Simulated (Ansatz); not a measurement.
# Relativity in Y

```
Y
1.0
     0.00000    2.48500    2.48500
     2.48500    0.00000    2.48500
     2.48500    2.48500    0.00000
Y
1
Direct
  0.00000 0.00000 0.00000
```

Conventional cell: a = 4.970 Å, b = 4.970 Å, c = 4.970 Å, α = 90.00°, β = 90.00°, γ = 90.00°. Around Y (atom 1) lie 12 Y at 3.51 Å.

The cell is COD entry 1534898, as deposited and not checked against the literature; nothing was relaxed.

One fixed cell is solved with PBE by LAPW (all electrons) in Ansatz 0.2.0 under different relativistic treatments. Pressure is positive in compression.

Settings: a Γ-centred 13×13×13 k mesh, Fermi–Dirac smearing of 0.05 eV, basis error target 1 meV/atom, no spin polarisation.

```
                 setting  P (GPa)  lowest level at Γ above −25 eV, from the valence-band top or, without a gap, the Fermi level (eV)
     scalar-relativistic     2.40                                                                                                  ?
        non-relativistic     2.21                                                                                             -21.83
with spin–orbit coupling     2.40                                                                                                  ?
```

**Question.** Fill in "lowest level at Γ above −25 eV, from the valence-band top or, without a gap, the Fermi level (eV)" for the row "with spin–orbit coupling".

**Answer.** -23.17.

**Question.** What belongs in the row "scalar-relativistic", column "lowest level at Γ above −25 eV, from the valence-band top or, without a gap, the Fermi level (eV)"?

**Answer.** -22.16.
